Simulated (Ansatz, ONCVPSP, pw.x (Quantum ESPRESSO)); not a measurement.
## phosphorus: does the ONCV potential hold in the solid?

ONCVPSP 4.0.1.1 (patched build) input, shortened (lines: element, Z, core and valence counts, functional; n l f; lmax; l rc ep ncon nbas qcut; lloc lpopt rc5 dvloc0; l nproj debl; icmod fcfact rcfact), PBE, scalar-relativistic:

```
  P 15.00    3    2        4      upf
    1    0    2.00
    2    0    2.00
    2    1    6.00
    3    0    1.00
    3    1    4.00
    1
    0    1.70    0.00    4    9    4.60
    1    1.55    0.00    4    8    4.60
    4    5    1.00   -1.00
    0    2    1.00
    1    2    3.70
    0    0.00    0.00
```

Crystal test: sc P in pw.x 7.5, no spin, 13³ k-points, Fermi–Dirac smearing 0.01 Ry, cutoffs 60/240 Ry. The reference is all-electron LAPW (Ansatz 0.2.0) with the same functional, mesh and smearing; V0 and B0 come from Birch–Murnaghan fits to the pressures at five volumes. Errors are pseudo minus all-electron; Δ is the rms difference of the E(V) curves that follow from these fits, minima aligned, over ±6 % about the mean V0. Mesh and smearing are coarse, so the numbers serve the comparison and aren't converged zero-temperature values; the lattice is a test structure that the element need not adopt.

```csv
V (Å³/atom),P all-electron (GPa),P pseudo (GPa)
13.890,7.01,9.53
14.255,3.42,5.71
14.621,0.27,2.39
14.987,-2.41,-0.43
15.352,-4.62,-2.76
```

All-electron: a0 = 2.447 Å (V0 = 14.66 Å³/atom), B0 = 113.3 GPa.

Pseudopotential: mean pressure error (GPa): +2.15; a0 (Å): 2.462; a0 error (%): +0.62; B0 error (%): -5.0; Δ (meV/atom): 6.7. This is a poor potential for the solid.

Task: At the middle volume, how do free energy and pressure move when the wave cutoff is lowered (ecutrho kept at four times it)?

Result:

| cutoff (Ry) | shift of F (meV/atom) | shift of P (GPa) |
| --- | --- | --- |
| 27 | +20.8 | +0.12 |
| 36 | +9.1 | -0.09 |
| 48 | +2.5 | +0.02 |

The run at the middle volume (84 k-points, 7 iterations) took about 4.9 s on one core of a shared host (Neoverse-V2, 96 threads, 742 GiB, load 83).
